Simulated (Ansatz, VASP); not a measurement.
## Two plane-wave programs on NaCl

```
CELL_PARAMETERS angstrom
0.00000 2.64367 2.64367
2.64367 0.00000 2.64367
2.64367 2.64367 0.00000
ATOMIC_POSITIONS crystal
Na 0.00000 0.00000 0.00000
Cl 0.50000 0.50000 0.50000
```

Alike in both runs: functional LDA; k mesh 8 × 8 × 8; no spin polarisation.

Ansatz relaxed the structure, and its values are those at the end. VASP's run is a single point on that final structure, the one shown.

|  | VASP | Ansatz |
| --- | --- | --- |
| version | VASP 6.6.1 | Ansatz 0.2.0 |
| potentials or method | VASP PAW LDA potentials, release 64 (Na_pv, Cl) | PAW with Ansatz's default frozen-core files, scalar-relativistic |
| plane-wave cutoff (eV) | 520 | 420 |
| occupations | gaussian, width 0.01 eV | fixed |
| valence electrons in the cell | 14 | 16 |

|  | VASP | Ansatz | Ansatz less VASP |
| --- | --- | --- | --- |
| pressure (GPa) | 4.0 | 4.0 | -0.03 |

The two sets of potentials don't hold the same shells in valence.
